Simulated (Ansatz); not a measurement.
# CdTe (F-43m) in Ansatz: settings compared, part 2 of 2

Ansatz 0.2.0.

## (3) Relaxation of cell and atoms, r2SCAN

Contents of input.yaml:

```yaml
crystal:
  lattice:
    - [0.0, 3.205, 3.205]
    - [3.205, 0.0, 3.205]
    - [3.205, 3.205, 0.0]
  atoms:
    - { symbol: Te, position: [0.75, 0.75, 0.75] }
    - { symbol: Cd, position: [0.0, 0.0, 0.0] }
hamiltonian:
  xc: r2scan
  pseudopotentials: { kind: paw }
kpoints:
  mp_grid: { grid: [7, 7, 7] }
scf:
  occupations: { method: fermi_dirac, width: 0.05 }
output:
  forces: true
  stress: true
relax:
  f_tol: 0.01
  max_steps: 40
  cell: { stress_tol: 0.05 }
```

Potentials or basis: Ansatz PAW.

The run is started by

```console
> ansatz run input.yaml --threads 2 --pin off --max-ram 5120MiB --backend cpu --events-out ev --progress --plain --runs-dir out
```

The log of the run:

```text
Warning: RAYON_NUM_THREADS=2 ignored (pool sized by the plan → 2); use --threads N
Engine: ansatz 0.2.0, x86_64-unknown-linux-gnu
Pseudopotentials: kind: paw
Pseudopotential: Te, paw, valence charge 16, recommended cutoff 500 eV (meta_gga), Te.paw.azcp
Pseudopotential: Cd, paw, valence charge 20, recommended cutoff 500 eV (meta_gga), Cd.paw.azcp
Functional definition: r2SCAN
  parameter k0 = 0.174
  parameter k1 = 0.065
  parameter a1 = 4.9479
  exchange = r2scan_x(k0 = k0, k1 = k1, a1 = a1)
  correlation = r2scan_c
Crystal: 2 atoms, lattice volume = 65.844 Å³
Basis set: ecut = 500 eV, 1687 PW (Γ), exchange–correlation on 144×144×144 points (64 copies of the dense FFT grid, shifted against one another)
Bands: 22, of which v1, the nominal top of the filled ones, is band 18 counted from 1 (17 counted from 0)
Symmetry: 24 space group operations
Space group: F-43m (ITA 216), of the structure as read, at distance tolerance 4.0e-5 Å
k-points: 20 of 343 (time reversal used)
Non-local potential: Te, projectors of the file, l = 0: 2, l = 1: 2, l = 2: 2, l = 3: 2
Non-local potential: Cd, projectors of the file, l = 0: 3, l = 1: 2, l = 2: 2, l = 3: 1
PAW form: soft (Blöchl's): semilocal exchange-correlation on the pseudo side does not see the compensation charge
[... 81 lines left out ...]
  E_nonlocal   = -275.674766
  E_hartree    = 2766.105610
  E_xc         = -283.221384
  E_vxc        = -357.280395  (∫ρ·V_xc dr)
  E_paw        = -8793.012795  (= ΣΔE_a)
  E_vpaw       = -953.497623  (= ΣTr[D̂ρ^β])
  E_aug_tail   = -0.000032  (compensation charges beyond the density's cutoff)
  E_vtau       = 24.222889  (kinetic-family band-sum trace: ∫τ·v_τ [+ j·A + Jᵃ·Aᵃ] dr)
  E_ewald      = -3866.706355
  E_core_change = -0.279915  (= ΣΔE_core)
  E_smearing   = -0.000000  (= −TS)
  E_closure    = -0.000000  (closes the sum)
  Σ components = -15264.139303   (vs F -15264.139303, Δ=0.00e0)
--- Forces (eV/Å), atoms counted from 1 ---
  atom   1  Te    -0.00000000    -0.00000000    -0.00000000
  atom   2  Cd     0.00000000     0.00000000     0.00000000
  max |Σ_I F_I| component: 5.09e-17 eV/Å
--- Stress (GPa, compression-positive) ---
        0.034413      -0.000000      -0.000000
       -0.000000       0.034413       0.000000
       -0.000000       0.000000       0.034413
  P = ⅓ Tr σ = 0.0344 GPa (0.344 kbar)
--- Relaxed structure (4 steps of the walk, 4 accepted, 1 SCFs on fresh bases) ---
  F+E_penalty+E_count = -15264.13930271 eV   max|allowed force component| = 3.932e-17 eV/Å   (the final SCF, on the basis selected at the relaxed cell)
  cell:  # Å, volume = 70.4443 Å³
    - [3.566760423026912e-33, 3.2779729119685084, 3.2779729119685084]
    - [3.2779729119685084, 9.018808498225192e-33, 3.2779729119685084]
    - [3.2779729119685084, 3.2779729119685084, 9.120715938883105e-33]
  atoms:
    - { symbol: Te, position: [0.7500000000000001, 0.7500000000000001, 0.7500000000000001] }
    - { symbol: Cd, position: [8.663179417030466e-34, -8.863484143435793e-34, -1.0766379044286419e-33] }
```

Wall time 27 s (2 threads of Intel Xeon Platinum 8259CL at 2.50GHz (Skylake/Cascade Lake), shared host); peak memory 0.62 GiB.

What came out:

```
Free energy                            : -15264.1393 eV
Relaxed volume                         : 35.22 Å³/atom
Relaxed cell                           : a = 4.636 Å, b = 4.636 Å, c = 4.636 Å, α = 60.00°, β = 60.00°, γ = 60.00°
Space group after relaxing (to 0.05 Å) : F-43m (No. 216)
Energy gained by relaxing              : 22.0 meV/atom
Ionic steps                            : 5
Pressure after relaxing                : 0.0 GPa
Band gap on the k mesh                 : 1.17 eV
```

Step by step:
| step | energy change (eV) | largest force (eV/Å) | volume (Å³) |
| --- | --- | --- | --- |
| 1 | 0.0000 | 0.0000 | 65.84 |
| 2 | -0.0258 | 0.0000 | 73.60 |
| 3 | -0.0424 | 0.0000 | 70.84 |
| 4 | -0.0428 | 0.0000 | 70.44 |
| 5 | -0.0441 | 0.0000 | 70.44 |

Final structure:
```
CELL_PARAMETERS angstrom
0.00000 3.27797 3.27797
3.27797 0.00000 3.27797
3.27797 3.27797 0.00000
ATOMIC_POSITIONS crystal
Te 0.75000 0.75000 0.75000
Cd 0.00000 0.00000 0.00000
```

Caveat: odd divisions of the mesh miss points on the zone boundary, where band edges often lie, so the gap on the mesh can be too wide; the plane-wave basis is chosen anew once the cell has moved, so the energies of steps on either side of that aren't comparable; spin-orbit coupling is left out, which moves the levels of the heavy elements; the PAW data sets come from PBE, with cores solved anew for the run's functional, which leaves a small shift of forces and pressure. A k mesh can miss the band edges.

## (4) Single point, PBE

Edit input.yaml of step 3 so:

```diff
@@ -9,3 +9,3 @@
 hamiltonian:
-  xc: r2scan
+  xc: pbe
   pseudopotentials: { kind: paw }
@@ -15,2 +15,4 @@
   occupations: { method: fermi_dirac, width: 0.05 }
+basis:
+  ecutwfc: "250 eV"
 output:
@@ -18,5 +20,2 @@
   stress: true
-relax:
-  f_tol: 0.01
-  max_steps: 40
-  cell: { stress_tol: 0.05 }
+  eigenvalues: true
```

The run is started by

```console
> ansatz run input.yaml --threads 2 --pin off --max-ram 5120MiB --backend cpu --events-out ev --progress --plain --runs-dir out
```

It took 1.4 s on 2 threads of Intel Xeon Platinum 8259CL at 2.50GHz (Skylake/Cascade Lake), shared host; peak memory 0.36 GiB.

It converged, with:

| Quantity | Value |
| --- | --- |
| Free energy | -15232.7950 eV |
| Pressure | 4.5 GPa |
| Band gap on the k mesh | 0.86 eV, direct |

Levels at points of the mesh, in eV from the valence-band top:
```
           k point  band 16  band 17  band 18  band 19  band 20  band 21
(0.00, 0.00, 0.00)     0.00     0.00     0.00     0.86     4.66     4.66
```

Caveat: odd divisions of the mesh miss points on the zone boundary, where band edges often lie, so the gap on the mesh can be too wide; the pressure holds a Pulay correction of +45.9 GPa for the finite cutoff; spin-orbit coupling is left out, which moves the levels of the heavy elements; the cutoff lies under the one recommended for these potentials.

## (5) Single point, PBE

Edit input.yaml of step 4 so:

```diff
@@ -12,7 +12,5 @@
 kpoints:
-  mp_grid: { grid: [7, 7, 7] }
+  mp_grid: { grid: [5, 5, 5] }
 scf:
   occupations: { method: fermi_dirac, width: 0.05 }
-basis:
-  ecutwfc: "250 eV"
 output:
@@ -21 +19,5 @@
   eigenvalues: true
+  write_density: true
+  write_potential: true
+  elf: true
+  volumetric_format: npy
```

The run is started by

```console
> ansatz run input.yaml --threads 2 --pin off --max-ram 5120MiB --backend cpu --events-out ev --progress --plain --runs-dir out
```

It took 1.6 s on 2 threads of Intel Xeon Platinum 8259CL at 2.50GHz (Skylake/Cascade Lake), shared host; peak memory 0.4 GiB.

Results (log left out):

| Quantity | Value |
| --- | --- |
| Free energy | -15235.2401 eV |
| Pressure | 4.3 GPa |
| Band gap on the k mesh | 0.87 eV, direct |

Levels at points of the mesh, in eV from the valence-band top:
| k point | band 16 | band 17 | band 18 | band 19 | band 20 | band 21 |
| --- | --- | --- | --- | --- | --- | --- |
| (0.00, 0.00, 0.00) | 0.00 | 0.00 | 0.00 | 0.87 | 4.59 | 4.59 |

Caveat: odd divisions of the mesh miss points on the zone boundary, where band edges often lie, so the gap on the mesh can be too wide; spin-orbit coupling is left out, which moves the levels of the heavy elements.

## (6) Overview

```tsv
task	level	cell	k mesh	cutoff (eV)	gap on the mesh (eV)	pressure (GPa)	relaxed volume (Å³/atom)
relaxation of cell and atoms	PBE	relaxed	7 × 7 × 7	420	0.59	0.0	36.22
relaxation of cell and atoms	r2SCAN	relaxed	7 × 7 × 7	500	1.17	0.0	35.22
single point	PBE	as given	7 × 7 × 7	250	0.86	4.5	-
single point	PBE	as given	5 × 5 × 5	420	0.87	4.3	-
```

Alike in all rows: potentials or basis Ansatz PAW; no spin polarisation; smearing fermi-dirac 0.05 eV.

Caveats: odd divisions of the mesh miss points on the zone boundary, where band edges often lie, so the gap on the mesh can be too wide; spin-orbit coupling is left out, which moves the levels of the heavy elements; the plane-wave basis is chosen anew once the cell has moved, so the energies of steps on either side of that aren't comparable (some runs); the volume moved by +10 % from the deposited cell, more than functionals usually miss (some runs); the PAW data sets come from PBE, with cores solved anew for the run's functional, which leaves a small shift of forces and pressure (some runs); the pressure holds a Pulay correction of +45.9 GPa for the finite cutoff (some runs); the cutoff lies under the one recommended for these potentials (some runs).

Total energies depend on the potentials used, so only differences within one code and one set of settings carry meaning.

## (7) How close it comes

Step 4. A measured gap of CdTe is 1.607 eV (0 K; a printed reference work, data compilation); the calculated 0.86 eV misses it by -0.74 eV. Spin-orbit coupling on Cd, Te is left out. The value is that of PBE, without temperature or zero-point motion. Semilocal functionals fall short of measured gaps as a rule.

Step 5. Against the measured gap of CdTe, 1.607 eV (0 K; a printed reference work, data compilation), the calculated 0.87 eV is off by -0.74 eV. Spin-orbit coupling on Cd, Te is left out. The value is that of PBE, without temperature or zero-point motion. Semilocal functionals fall short of measured gaps as a rule.
